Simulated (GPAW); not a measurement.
# ZnS (F-43m) in GPAW: single point with TB-mBJ

Aim: the single point of ZnS with TB-mBJ.

Everything below comes from runs of GPAW 26.7.0. Logs are shortened: lines on timing, memory, paths and dates and some standing lists are left out, and cuts for length are marked. The log counts tension as positive stress, the text compression.

**What was measured.**

From “Electronic, vibrational, and thermodynamic properties of ZnS (zincblende and rocksalt structure)”, 2009, arxiv:0911.5022, for a bulk crystal of ZnS at 19 K: band gap 3.85 eV (direct).

The results are compared with them further down.

## (1) The crystal as given

Symmetry: F-43m, No. 216, cubic system. Conventional cell: a = 5.404 Å, b = 5.404 Å, c = 5.404 Å, α = 90.00°, β = 90.00°, γ = 90.00°. Zn (site symmetry -43m) has 4 S at 2.34 Å as nearest neighbours. Around S (site symmetry -43m) lie 4 Zn at 2.34 Å.

## (2) Single point, TB-mBJ

File run.py:

```python
from ase import Atoms
from ase.dft.bandgap import bandgap
from ase.io import write
from gpaw import GPAW, PW

atoms = Atoms(['Zn', 'S'],
              cell=[[0.0, 2.702, 2.702],
                    [2.702, 0.0, 2.702],
                    [2.702, 2.702, 0.0]],
              scaled_positions=[[0.75, 0.75, 0.75],
                                [0.0, 0.0, 0.0]],
              pbc=True)

calc = GPAW(mode=PW(600),
            xc='TB09',
            kpts={'size': (10, 10, 10), 'gamma': True},
            occupations={'name': 'fermi-dirac', 'width': 0.05},
            nbands=18,
            convergence={'density': 1e-05, 'energy': 1e-05},
            eigensolver='cg',
            maxiter=150,
            txt='gpaw.txt')
atoms.calc = calc
energy = atoms.get_potential_energy()
calc.write('gs.gpw')
write('result.traj', atoms)
print('Fermi level:', round(calc.get_fermi_level(), 4), 'eV')
print(f'Gap: {bandgap(calc)[0]:.4f} eV, direct: {bandgap(calc, direct=True)[0]:.4f} eV')
```

Potentials or basis: GPAW PAW data sets for LDA (gpaw-data 1.2.1), pw.

The run is started by

```console
$ OMP_NUM_THREADS=1 python run.py
```

gpaw.txt:

```text
___ ___ ___ _ _ _
 |   |   |_  | | | |
 | | | | | . | | | |
 |__ |  _|___|_____|  26.7.0
 |___|_|

Input parameters:
  convergence: {density: 1e-05,
                energy: 1e-05}
  eigensolver: cg
  kpts: {gamma: True,
         size: (10, 10, 10)}
  maxiter: 150
  mode: {ecut: 600.0,
         name: pw}
  nbands: 18
  occupations: {name: fermi-dirac,
                width: 0.05}
  xc: TB09

System changes: positions, numbers, cell, pbc, initial_charges, initial_magmoms

Initialize ...

species:
  Zn:
    name:    Zinc
    Z:       30.0
    valence: 12
    core:    18
    charge:  0.0  # [|e|]
    compensation charges:
      type: gauss
      rc: 0.37  # [Å]
      lmax: 2
    cutoffs:
      filter: 2.14  # [Å]
      core: 2.28  # [Å]
    projectors
    | kind |    occ | energy [eV] | rcut [Å] |
    |------|--------|-------------|----------|
    |   4s |  2.000 |      -6.218 |    1.286 |
    |   4p |  0.000 |      -1.230 |    1.270 |
    |   3d | 10.000 |     -10.426 |    1.180 |
    |    s |        |      20.994 |    1.286 |
    |    p |        |      25.981 |    1.270 |
    |    d |        |      16.786 |    1.180 |

    Using partial waves for Zn as LCAO basis

  S:
    name:    Sulfur
    Z:       16.0
    valence: 6
    core:    10
    charge:  0.0  # [|e|]
    compensation charges:
      type: gauss
      rc: 0.24  # [Å]
      lmax: 2
    cutoffs:
      filter: 1.77  # [Å]
      core: 1.66  # [Å]
    projectors
    | kind |    occ | energy [eV] | rcut [Å] |
    |------|--------|-------------|----------|
    |   3s |  2.000 |     -17.278 |    0.974 |
    |   3p |  4.000 |      -7.106 |    0.979 |
    |    s |        |       9.933 |    0.974 |
    |    p |        |      20.105 |    0.979 |
    |    d |        |       0.000 |    0.900 |

    Using partial waves for S as LCAO basis

Reference energy: -59612.485647  # eV

Spin-paired calculation

Convergence criteria:
 Maximum [total energy] change in last 3 cyles: 1e-05 eV / valence electron
 Maximum integral of absolute [dens]ity change: 1e-05 electrons / valence electron
 Maximum integral of absolute [eigenst]ate change: 4e-08 eV^2 / valence electron
 Maximum number of scf [iter]ations: 150
 (Square brackets indicate name in SCF output, whereas a 'c' in
 the SCF output indicates the quantity has converged.)

Symmetries present (total): 24

  ( 1  0  0)  ( 1  0  0)  ( 1  0 -1)  ( 1  0 -1)  ( 1 -1  0)  ( 1 -1  0)
  ( 0  1  0)  ( 0  0  1)  ( 0  1 -1)  ( 0  0 -1)  ( 0 -1  1)  ( 0 -1  0)
  ( 0  0  1)  ( 0  1  0)  ( 0  0 -1)  ( 0  1 -1)  ( 0 -1  0)  ( 0 -1  1)

  ( 0  1  0)  ( 0  1  0)  ( 0  1 -1)  ( 0  1 -1)  ( 0  0  1)  ( 0  0  1)
  ( 1  0  0)  ( 0  0  1)  ( 1  0 -1)  ( 0  0 -1)  ( 1  0  0)  ( 0  1  0)
  ( 0  0  1)  ( 1  0  0)  ( 0  0 -1)  ( 1  0 -1)  ( 0  1  0)  ( 1  0  0)

  ( 0  0 -1)  ( 0  0 -1)  ( 0 -1  1)  ( 0 -1  1)  ( 0 -1  0)  ( 0 -1  0)
  ( 1  0 -1)  ( 0  1 -1)  ( 1 -1  0)  ( 0 -1  0)  ( 1 -1  0)  ( 0 -1  1)
  ( 0  1 -1)  ( 1  0 -1)  ( 0 -1  0)  ( 1 -1  0)  ( 0 -1  1)  ( 1 -1  0)

  (-1  1  0)  (-1  1  0)  (-1  0  1)  (-1  0  1)  (-1  0  0)  (-1  0  0)
  (-1  0  1)  (-1  0  0)  (-1  1  0)  (-1  0  0)  (-1  1  0)  (-1  0  1)
  (-1  0  0)  (-1  0  1)  (-1  0  0)  (-1  1  0)  (-1  0  1)  (-1  1  0)

1000 k-points: 10 x 10 x 10 Monkhorst-Pack grid + [1/20,1/20,1/20]
47 k-points in the irreducible part of the Brillouin zone
       k-points in crystal coordinates                weights
   0:     0.00000000    0.00000000    0.00000000          1/1000
   1:     0.10000000    0.10000000    0.00000000          6/1000
   2:     0.10000000    0.10000000    0.10000000          8/1000
   3:     0.20000000    0.10000000    0.10000000         12/1000
   4:     0.20000000    0.20000000    0.00000000          6/1000
   5:     0.20000000    0.20000000    0.10000000         24/1000
   6:     0.20000000    0.20000000    0.20000000          8/1000
   7:     0.30000000    0.20000000    0.10000000         24/1000
   8:     0.30000000    0.20000000    0.20000000         24/1000
   9:     0.30000000    0.30000000    0.00000000          6/1000
          ...
  46:     0.50000000    0.50000000    0.50000000          4/1000

Wave functions: Plane wave expansion
  Cutoff energy: 600.000 eV
  Number of coefficients (min, max): 1298, 1363
  Pulay-stress correction: 0.000000 eV/Ang^3 (de/decut=0.000000)
  Using FFTW library
  ScaLapack parameters: grid=1x1, blocksize=None
  Wavefunction extrapolation:
    Improved wavefunction reuse through dual PAW basis

Occupation numbers: Fermi-Dirac:
  width: 0.0500  # eV

Eigensolver
   CG(niter=4, rtol=3.0e-01)

Densities:
  Coarse grid: 24*24*24 grid
  Fine grid: 48*48*48 grid
  Total Charge: 0.000000

Density mixing:
  Method: separate
  Backend: msr1
  Linear mixing parameter: 0.05
  old densities: 10
  Width of damping distribution: 1.1
  Damping of long wavelength oscillations: 20

Hamiltonian:
  XC and Coulomb potentials evaluated on a 48*48*48 grid
  Using the TB09 Exchange-Correlation functional
  External potential:
    NoExternalPotential

XC parameters: TB09 with 2 nearest neighbor stencil

Number of atoms: 2
Number of atomic orbitals: 13
Number of bands in calculation: 18
Number of valence electrons: 18
Bands to converge: occupied

... initialized

Initializing position-dependent things.

Density initialized from atomic densities
Creating initial wave functions:
  13 bands from LCAO basis set
  5 bands from random numbers

                    Zn

       S

Atomic positions and initial magnetic moments

Positions:
   0 Zn     4.053000    4.053000    4.053000    ( 0.0000,  0.0000,  0.0000)
   1 S      0.000000    0.000000    0.000000    ( 0.0000,  0.0000,  0.0000)

Unit cell:
           periodic     x           y           z      points  spacing
  1. axis:    yes    0.000000    2.702000    2.702000    24     0.1300
  2. axis:    yes    2.702000    0.000000    2.702000    24     0.1300
  3. axis:    yes    2.702000    2.702000    0.000000    24     0.1300

  Lengths:   3.821205   3.821205   3.821205
  Angles:   60.000000  60.000000  60.000000

Effective grid spacing dv^(1/3) = 0.1418

iter:   1  2528.544105
iter:   2  2525.745343   +1.79  -1.42
iter:   3  2528.294487   +1.12  -1.34
iter:   4  2527.519523   +0.44  -1.18
iter:   5  2528.136230   -0.26  -1.09
iter:   6  2528.452197   -0.78  -1.16
iter:   7  2529.113836   -1.16  -1.17
iter:   8  2529.857778   -1.20  -1.22
iter:   9  2530.871894   -1.11  -1.26
iter:  10  2532.299609   -0.90  -1.34
iter:  11  2534.357017   -0.70  -1.45
[... 14 lines left out ...]
iter:  26  2537.034516   -4.60  -3.37
iter:  27  2537.034652   -5.19  -3.50
iter:  28  2537.030417   -5.40  -3.48
iter:  29  2537.025214   -5.15  -3.49
iter:  30  2536.990611   -4.29  -3.59
iter:  31  2536.968050   -4.46  -4.08
iter:  32  2536.972031   -4.89  -4.36
iter:  33  2536.971963   -5.46  -4.75
iter:  34  2536.979059   -5.23  -4.69
iter:  35  2536.974701   -5.05  -4.61
iter:  36  2536.976241   -5.48  -5.00c
iter:  37  2536.974672   -5.79  -4.93
iter:  38  2536.974627   -6.14  -5.68c
iter:  39  2536.973862   -6.40  -5.61c
iter:  40  2536.974294   -6.50  -5.57c
iter:  41  2536.973759   -6.60  -5.49c
iter:  42  2536.973997   -6.96  -5.65c
iter:  43  2536.973899   -7.19  -5.54c
iter:  44  2536.974042c  -7.64c -6.52c

Converged after 44 iterations.

Dipole moment: (2.640543, 2.640543, 2.640543) |e|*Ang

Energy contributions relative to reference atoms: (reference = -59612.485647)

Kinetic:        +45.506417
Potential:      -37.695810
External:        +0.000000
XC:            +2529.835391
Entropy (-ST):   -0.000000
Local:           -0.671956
SIC:             +0.000000
--------------------------
Free energy:   +2536.974042
Extrapolated:  +2536.974042

Showing only first 2 kpts
 Kpt  Band  Eigenvalues  Occupancy
  0     7      4.02659    2.00000
  0     8      4.02659    2.00000
  0     9      7.69121    0.00000
  0    10     11.25803    0.00000

  1     7      3.78845    2.00000
  1     8      3.78845    2.00000
  1     9      8.34750    0.00000
  1    10     10.83058    0.00000

Fermi level: 4.96052

Gap: 3.665 eV
Transition (v -> c):
  (s=0, k=0, n=8, [0.00, 0.00, 0.00]) -> (s=0, k=0, n=9, [0.00, 0.00, 0.00])
No difference between direct/indirect transitions
Writing to gs.gpw (mode='')
```

Wall time 4.9 min (1 thread of Intel Xeon at 2.50GHz (Skylake/Cascade Lake), shared host); peak memory 0.28 GiB.

What came out:

```yaml
Band_gap_on_the_k_mesh: 3.66 eV, direct
```

Caveat: a model potential gives levels but no total energy.

## (3) Against experiment

Step 2. A measured gap of ZnS is 3.85 eV (direct; 19 K; quoted in “Electronic, vibrational, and thermodynamic properties of ZnS (zincblende and rocksalt structure)”, 2009, arxiv:0911.5022); the calculated 3.66 eV misses it by -0.19 eV. The value is that of TB-mBJ on a finite k mesh, which can miss the band edges, without temperature or zero-point motion.
